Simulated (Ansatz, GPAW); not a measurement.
# Geometry or basis: what sets the conductance of a Ag chain with one C atom in line, part 2 of 4

How well does a Ag chain with one C atom in line conduct once its atoms have relaxed, and how much do cheaper levels lose?

GPAW 26.7.0 and Ansatz 0.2.0; Ansatz plane waves; relaxation of the junction with the lead ends held; PAW set soft_1 (the session's first sound run).

So far. Step 2 (Relaxation): The relaxation lowered the energy of the cell by 0.233 eV.

## Step 3: Plane waves, PBE

Plane waves give the reference curve, free of the bias of atom-centred orbitals.

This step: Ansatz plane waves; Landauer transmission by layers, zero bias; PAW set soft_1 (Ansatz 0.2.0).

The input, input.yaml:

```yaml
crystal:
  lattice:
    - [9.0, 0.0, 0.0]
    - [0.0, 9.0, 0.0]
    - [0.0, 0.0, 38.4084]
  atoms:
    - { symbol: Ag, position: [0.5, 0.5, 0.0346278418] }
    - { symbol: Ag, position: [0.5, 0.5, 0.1038835255] }
    - { symbol: Ag, position: [0.5, 0.5, 0.1731392091] }
    - { symbol: Ag, position: [0.5, 0.5, 0.2423948928] }
    - { symbol: Ag, position: [0.5, 0.5, 0.3116505764] }
    - { symbol: Ag, position: [0.472717568, 0.4300456643, 0.381140684] }
    - { symbol: Ag, position: [0.5013748193, 0.5232420346, 0.4485341397] }
    - { symbol: C, position: [0.5271039649, 0.5270764429, 0.5000802172] }
    - { symbol: Ag, position: [0.5222325133, 0.5030032875, 0.5516525594] }
    - { symbol: Ag, position: [0.4256042054, 0.4861824318, 0.6189828649] }
    - { symbol: Ag, position: [0.5, 0.5, 0.6883494236] }
    - { symbol: Ag, position: [0.5, 0.5, 0.7576051072] }
    - { symbol: Ag, position: [0.5, 0.5, 0.8268607909] }
    - { symbol: Ag, position: [0.5, 0.5, 0.8961164745] }
    - { symbol: Ag, position: [0.5, 0.5, 0.9653721582] }
kpoints:
  mp_grid: { grid: [1, 1, 2] }
hamiltonian:
  xc: pbe
  pseudopotentials: { kind: paw, azcp: { folder: soft_1 } }
scf:
  occupations: { method: fermi_dirac, width: 0.1 }
output:
  transmission:
    leads: [[0, 1]]
    e_range: [-2, 2]
    de: 0.025
    kmesh: [1, 1]
    reduced_basis: true
  write_potential: true
  write_density: true
  volumetric_format: npy
  elf: true
```

Command:

```sh
$ ansatz run input.yaml --threads 4 --pin off --max-ram 8192MiB --backend cpu --events-out ev --progress --plain --runs-dir out
```

Numbers of over 12 decimals in the logs are rounded to 6 here.

Log:

```text
[...]
Crystal: 15 atoms, lattice volume = 3111.080 Å³
Basis set: ecut = 420 eV, 60693 PW (Γ)
Bands: 162, of which v1, the nominal top of the filled ones, is band 135 counted from 1 (134 counted from 0)
Symmetry: 1 space group operations
[...]
k-points: 2
[...]
SCF iter   1: F=—  HF=-106497.345291 eV  |F-HF|=—  |Δ(HF+E_count)|=         —  Δρ=1.68e-2  dr2=2.60e1  ethr=3.10e-3  ⟨swp⟩=8.5  Hψ=1376  notcnv=0  defer=8
[...]
SCF iter  14: F=-106495.333785 eV  HF=-106495.333785 eV  |F-HF|=2.69e-8  |Δ(HF+E_count)|=   4.40e-8  Δρ=6.91e-7  dr2=3.75e-8  ethr=3.70e-11  ⟨swp⟩=14.5  Hψ=1334  notcnv=0
SCF 1 converged in 14 iterations: F = -106495.333785 eV  dr2 = 3.75e-8
[...]
transmission: 48 of 288 steps passed
transmission: 96 of 288 steps passed
[...]
transmission: 288 of 288 steps passed
WARN: The output density's exchange-correlation potential varies sharply where the density is thin. Do not read a vacuum level from v_tot or v_xc, or from such a field of the output density. On a cell that repeats whose density bears no net charge and no dipole along the vacuum's axis use v_es (v_loc + v_h of the components); under efield.dipole_correction with no amplitude use v_es + v_field, which holds any externa [...]
SCF converged after 14 iterations
Free energy (F): -106495.333785 eV
[...]
Internal energy: -106494.949106 eV  (E = F + TS)
E sigma→0 (E₀):  -106495.141445 eV
Entropy (-TS):   -0.384679 eV (-25.645 meV/atom)
Fermi energy:    -3.289821 eV
[...]
--- Band table (eV) ---
  k-point 0: bands = [... 131 lower, -4.0126, -3.9501, -3.5268, -3.4180, -3.1840, -3.1405, -2.7477, -2.4340, ... 23 higher]
  k-point 1: bands = [... 131 lower, -4.1370, -3.7989, -3.7062, -3.2516, -3.2090, -3.1114, -2.9167, -2.2244, ... 23 higher]
--- Transmission ---
  basis      : 717 plane waves across, 48 finite elements along
  points     : 1, standing for a mesh of 1 x 1
  filling    : by the input's occupations and mesh, since the crystals that have channels conduct as metals do. If one of these is a semiconductor, that mesh has misplaced its level
  energies   : 161 from -2.000000 to 2.000000 eV about the Fermi level, 0.025000 eV apart; the leads are filled to 0.000000 eV, and channels, transmission and decay are at 0.000000 eV
  crystal 0  : Ag1, at the sites [0, 1], period 2.6600 Å, over 26.60 Å; its Hamiltonian steps by up to 10.6 meV
    offset         : up to 0.0000 Å between an atom of the period and one for which it stands
    filled         : 11.7 meV over the level at which it is neutral
    channels       : 1.000000e0 a spin
    conductance    : 9.5655e13 S/m² at 300 K; may be off by some 0.0 % by where its bands' edges are placed, 0.0 % from the distance to neutral
  junction   : crystal 0 to crystal 0, 0.70 to 36.45 Å
    transmission   : 7.247231e-1 a spin
    error estimate : 5.135081e-5 a spin from the reduction of the transverse basis, at the most 6.896005e-4 at -1.025000 eV
    conductance    : 6.7858e13 S/m² at 300 K (6.7699e13 on every other energy)
    error estimate : 0.2 % from the energy spacing and 0.0 % from band edges of the leads and from resonances (wavevectors taken as independent; lower de), 0.0 % from the reduction of the transverse basis, 3.0 % from the steps of its leads' Hamiltonians or their offsets (lay more layers), 0.4 % from the distance to neutral
    resistance     : 4.2825e-3 Ω µm² beyond half of each lead's own
```

It took 98 s on 4 threads of Arm Neoverse V2, shared host; peak memory 4.4 GiB.

The column dr2 measures how far the density is from self-consistency, as an energy; F and HF (Harris–Foulkes) agree once it is small.

Numbers from this step:

```yaml
free_energy: -106495.3338 eV
lead_level: 0 eV from the Fermi level
transmission_at_the_fermi_level_one_spin: 0.7247
open_channels_of_the_lead_at_the_fermi_level_one_spin: 1
step_of_the_potential_along_the_lead: 10.6 meV
offset_of_the_lead: 0 Å
filling_of_the_lead_less_its_bulk_value_in_size: 11.7 meV
conductance: 0.7094 G₀
```

One spin. Table of transmission, zone mean by energy, zero at the Fermi level:

```
energy (eV)  transmission, zone mean
     -2.000                   8.8e-4
     -1.900                   6.4e-5
     -1.800                   1.8e-5
     -1.700                        0
     -1.600                        0
     -1.500                        0
     -1.400                        0
     -1.300                        0
     -1.200                        0
     -1.100                    0.369
     -1.000                    0.860
     -0.900                    0.850
     -0.800                    0.826
     -0.700                    0.783
     -0.600                    0.741
     -0.500                    0.717
     -0.400                    0.708
     -0.300                    0.707
     -0.200                    0.705
     -0.100                    0.705
      0.000                    0.725
      0.100                    0.378
      0.200                    0.230
      0.300                    0.321
      0.400                    0.332
      0.500                    0.326
      0.600                    0.318
      0.700                    0.313
      0.800                    0.309
      0.900                    0.309
      1.000                    0.312
      1.100                    0.317
      1.200                    0.325
      1.300                    0.334
      1.400                    0.345
      1.500                    0.358
      1.600                    0.372
      1.700                    0.388
      1.800                    0.404
      1.900                    0.422
      2.000                    0.441
```

One spin. Open channels, zone mean against energy, zero at the Fermi level:

```
energy (eV)  open channels, zone mean
     -2.000                         3
     -1.900                         1
     -1.800                         1
     -1.700                         0
     -1.600                         0
     -1.500                         0
     -1.400                         0
     -1.300                         0
     -1.200                         0
     -1.100                         1
     -1.000                         1
     -0.900                         1
     -0.800                         1
     -0.700                         1
     -0.600                         1
     -0.500                         1
     -0.400                         1
     -0.300                         1
     -0.200                         1
     -0.100                         1
      0.000                         1
      0.100                         1
      0.200                         1
      0.300                         1
      0.400                         1
      0.500                         1
      0.600                         1
      0.700                         1
      0.800                         1
      0.900                         1
      1.000                         1
      1.100                         1
      1.200                         1
      1.300                         1
      1.400                         1
      1.500                         1
      1.600                         1
      1.700                         1
      1.800                         1
      1.900                         1
      2.000                         1
```

Crystal 0, spin -, k parallel (0, 0); distinct values, listed up to 1.5 1/Å. Im kz of the slowest decaying states against energy, zero at the Fermi level:

```
energy (eV)  decay 1 (Å⁻¹)  decay 2 (Å⁻¹)  decay 3 (Å⁻¹)  decay 4 (Å⁻¹)
    -2.0000          0.584          0.775          0.775           1.34
    -1.7500         0.0465          0.219          0.219          0.493
    -1.5000          0.251          0.313          0.383          0.975
    -1.2500          0.229          0.352          0.373           1.04
    -1.0000          0.416          0.431           1.10           1.10
    -0.7500          0.449          0.449          0.497           1.14
    -0.5000          0.472          0.554           1.18           1.18
    -0.2500          0.489          0.603           1.15           1.19
     0.0000          0.500          0.500          0.647           1.12
     0.2500          0.506          0.685           1.08           1.15
     0.5000          0.507          0.719           1.05           1.12
     0.7500          0.503          0.503          0.750           1.02
     1.0000          0.495          0.777          0.986           1.08
     1.2500          0.481          0.801          0.951           1.06
     1.5000          0.463          0.822          0.914           1.03
     1.7500          0.438          0.842          0.876           1.01
     2.0000          0.408          0.837          0.859          0.978
```

Crystal 0, spin -, k parallel (0, 0). Table of Re kz of states that move upwards by energy, zero at the Fermi level:

```
energy (eV)  channel 1 (Å⁻¹)  channel 2 (Å⁻¹)  channel 3 (Å⁻¹)
     -2.000           -0.106           -0.106            0.940
     -1.800             1.08                -                -
     -1.600                -                -                -
     -1.400                -                -                -
     -1.200                -                -                -
     -1.000            0.194                -                -
     -0.800            0.327                -                -
     -0.600            0.416                -                -
     -0.400            0.485                -                -
     -0.200            0.543                -                -
      0.000            0.593                -                -
      0.200            0.638                -                -
      0.400            0.678                -                -
      0.600            0.714                -                -
      0.800            0.748                -                -
      1.000            0.779                -                -
      1.200            0.809                -                -
      1.400            0.837                -                -
      1.600            0.865                -                -
      1.800            0.891                -                -
      2.000            0.916                -                -
```

The electrostatic potential energy of an electron (with the applied field's), less the Fermi level, planar mean oscillates, so the rows of the table below give means over windows of 2.56 Å about each position, cut where the curve ends. Its maxima inside the range that stand out by 2 % of the span (Å: eV): 2.7: 4.83, 5.3: 4.83, 8.0: 4.82, 10.7: 4.79, 13.4: 4.73, 15.9: 4.61, 18.4: 4.61, 20.1: 4.61, 22.5: 4.61, 25.0: 4.73, 27.7: 4.79, 30.4: 4.82, 33.1: 4.83, 35.7: 4.83. Its first 14 minima: 1.3: 3.76, 4.0: 3.77, 6.7: 3.75, 9.4: 3.76, 12.1: 3.68, 14.8: 3.67, 17.1: 3.54, 19.2: 3.79, 21.3: 3.54, 23.6: 3.67, 26.3: 3.68, 29.0: 3.76, 31.7: 3.75, 34.4: 3.77.

Table of electrostatic potential energy of an electron (with the applied field's), less the Fermi level, planar mean by z; means over each step:

z (Å), electrostatic potential energy of an electron (with the applied field's), less the Fermi level, planar mean (eV) and a bar from the least value:
```
     1.28       4.22 #######################
     3.84       4.23 #######################
     6.40       4.22 ######################
     8.96       4.22 ######################
    11.52       4.17 ################
    14.08       4.15 ##############
    16.64       4.02 
    19.20       4.29 ##############################
    21.76       4.02 
    24.32       4.14 ##############
    26.88       4.17 ################
    29.44       4.22 ######################
    32.00       4.22 ######################
    34.56       4.23 #######################
    37.12       4.19 ###################
```

The valence density, planar mean oscillates, so the rows of the table below give means over windows of 2.7 Å about each position, cut where the curve ends. Its first 14 maxima inside the range that stand out by 2 % of the span (Å: e/Å³): 1.3: 0.237, 4.0: 0.239, 6.7: 0.238, 9.2: 0.235, 11.9: 0.238, 14.7: 0.239, 17.2: 0.239, 19.1: 0.0353, 21.2: 0.239, 23.8: 0.239, 26.5: 0.238, 29.2: 0.235, 31.7: 0.238, 34.4: 0.239. Its minima: 2.7: 0.0113, 5.3: 0.0114, 8.0: 0.0112, 10.7: 0.0113, 13.2: 0.0110, 15.9: 0.0121, 18.4: 0.0216, 20.1: 0.0216, 22.5: 0.0122, 25.2: 0.0111, 27.7: 0.0113, 30.4: 0.0112, 33.1: 0.0114, 35.7: 0.0113.

The valence density, planar mean by z; means over each step:

```
z (Å)  valence density, planar mean (e/Å³)
 1.35                               0.0870
 4.05                               0.0871
 6.75                               0.0870
 9.45                               0.0872
12.15                               0.0869
14.85                               0.0876
17.55                               0.0905
20.25                               0.0863
22.95                               0.0914
25.65                               0.0879
28.35                               0.0881
31.05                               0.0878
33.75                               0.0877
36.45                               0.0876
```

Valence density in the cb plane at fractional x = 0.522, with atoms of Ag and C within 0.2 Å of it. It is the smooth field of the valence electrons, not physical close to the nuclei.

Ten steps, logarithmic in the rise over the least value, from '0' (0 e/Å³) to '9' (18 e/Å³), each cell a mean:
```
00000000000000000000000000000000000000000000
00000000000000000000000000000000000000000000
00000000000000000000000000000000000000000000
00000000000000000000000000000000000000000000
00000000000000000000000000000000000000000000
00000000000000000000000000000000000000000000
00000000000000000000000000000000000000000000
00000000000000000001000000000000000000000000
00011110000000000123321111111111100000000001
11124432100000001256642333322455310011110012
21257864111121111479863444434788521122221125
32369985212454311479973444435899731134421136
32368974213677421367753333334798621234421126
21246653124787521134421122222566411123321113
10112221113676421111110000001222100011110001
00000000001343210000000000000000000000000000
00000000000111000000000000000000000000000000
00000000000000000000000000000000000000000000
00000000000000000000000000000000000000000000
00000000000000000000000000000000000000000000
00000000000000000000000000000000000000000000
00000000000000000000000000000000000000000000
00000000000000000000000000000000000000000000
00000000000000000000000000000000000000000000
```
Columns run along c (16.0 Å, from fractional 0.27 to 0.68 of the cell), rows up along b (9.0 Å). Atoms in or near the plane, at fractional coordinates: Ag at (0.31, 0.50), Ag at (0.45, 0.52), C at (0.50, 0.53), Ag at (0.55, 0.50).

Electrostatic potential energy in the cb plane at fractional x = 0.522, with atoms of Ag and C within 0.2 Å of it. With pseudopotentials it is smooth inside the atoms' cores, unlike the true potential.

Values in eV, 13 rows by 16 columns, each cell a mean:
```
  2   2   2   2   2   2   2   2   2   2   2   2   2   2   2   2
  2   2   2   2   2   2   2   2   2   2   2   2   2   2   2   2
  2   2   2   2   2   2   1   1   2   2   2   2   2   2   2   2
  1   1   1   2   2   1   1   1   1   1   1   1   1   2   2   1
  0  -2  -2   1   1   1  -5  -8  -1  -2  -2  -4   0   1   1   0
 -5 -21 -18  -1  -2  -1 -20 -26 -16 -23 -18 -25  -4  -5  -2  -9
 -9 -23 -23  -6 -24 -10 -21 -25 -17 -24 -22 -22  -7 -15  -8 -15
 -3 -15 -13  -8 -29 -14  -6 -11  -2  -3 -11 -18  -2  -6  -3  -5
  1   0   0  -2 -13  -4   1   1   1   1   0  -1   1   0   1   1
  2   2   1   1   0   1   1   2   2   2   1   1   1   2   2   2
  2   2   2   1   1   1   2   2   2   2   2   2   2   2   2   2
  2   2   2   2   2   2   2   2   2   2   2   2   2   2   2   2
  2   2   2   2   2   2   2   2   2   2   2   2   2   2   2   2
```
Columns run along c (16.0 Å, from fractional 0.27 to 0.68 of the cell; values clipped at the 3rd and 97th percentile), rows up along b (9.0 Å). Atoms in or near the plane, at fractional coordinates: Ag at (0.31, 0.50), Ag at (0.45, 0.52), C at (0.50, 0.53), Ag at (0.55, 0.50).

ELF in the cb plane at fractional x = 0.522, with atoms of Ag and C within 0.2 Å of it. It is the smooth field of the valence electrons, not physical close to the nuclei.

Values, 13 rows by 16 columns, each cell a mean:
```
0.00 0.00 0.00 0.00 0.00 0.00 0.00 0.00 0.00 0.00 0.00 0.00 0.00 0.00 0.00 0.00
0.01 0.01 0.01 0.01 0.01 0.00 0.01 0.01 0.00 0.00 0.00 0.01 0.01 0.01 0.01 0.01
0.05 0.05 0.05 0.02 0.03 0.02 0.05 0.06 0.02 0.01 0.02 0.04 0.03 0.06 0.05 0.04
0.11 0.11 0.11 0.07 0.10 0.07 0.11 0.16 0.14 0.12 0.11 0.13 0.09 0.15 0.12 0.10
0.16 0.19 0.18 0.14 0.20 0.15 0.19 0.27 0.46 0.56 0.25 0.23 0.16 0.21 0.19 0.16
0.19 0.39 0.35 0.18 0.24 0.21 0.33 0.49 0.60 0.63 0.37 0.44 0.19 0.25 0.22 0.23
0.21 0.52 0.45 0.21 0.41 0.27 0.35 0.52 0.58 0.62 0.42 0.60 0.21 0.32 0.25 0.28
0.18 0.32 0.29 0.22 0.50 0.29 0.22 0.29 0.40 0.53 0.29 0.34 0.19 0.26 0.22 0.21
0.15 0.18 0.17 0.16 0.31 0.20 0.17 0.19 0.12 0.14 0.19 0.18 0.16 0.21 0.18 0.15
0.09 0.11 0.10 0.11 0.17 0.15 0.10 0.09 0.03 0.02 0.09 0.10 0.09 0.15 0.12 0.08
0.03 0.04 0.04 0.07 0.11 0.09 0.04 0.03 0.01 0.00 0.03 0.03 0.03 0.07 0.05 0.03
0.01 0.01 0.01 0.02 0.05 0.04 0.02 0.01 0.00 0.00 0.00 0.01 0.01 0.02 0.01 0.01
0.00 0.00 0.00 0.01 0.01 0.01 0.00 0.00 0.00 0.00 0.00 0.00 0.00 0.00 0.00 0.00
```
Columns run along c (16.0 Å, from fractional 0.27 to 0.68 of the cell), rows up along b (9.0 Å). Atoms in or near the plane, at fractional coordinates: Ag at (0.31, 0.50), Ag at (0.45, 0.52), C at (0.50, 0.53), Ag at (0.55, 0.50).

T at the Fermi level is 0.725 of 1 open channels a spin.

(Part 2 of 4 ends here.)

[Logs are printed without paths, hosts, clocks, repeated set-up lines and the standing remarks that a program may print on its own settings, such as how far it seeks lower states.]

[Hosts, paths, dates, database ids (printed as entryN), source tags and the programs' standing remarks are cut or masked in the printed files.]
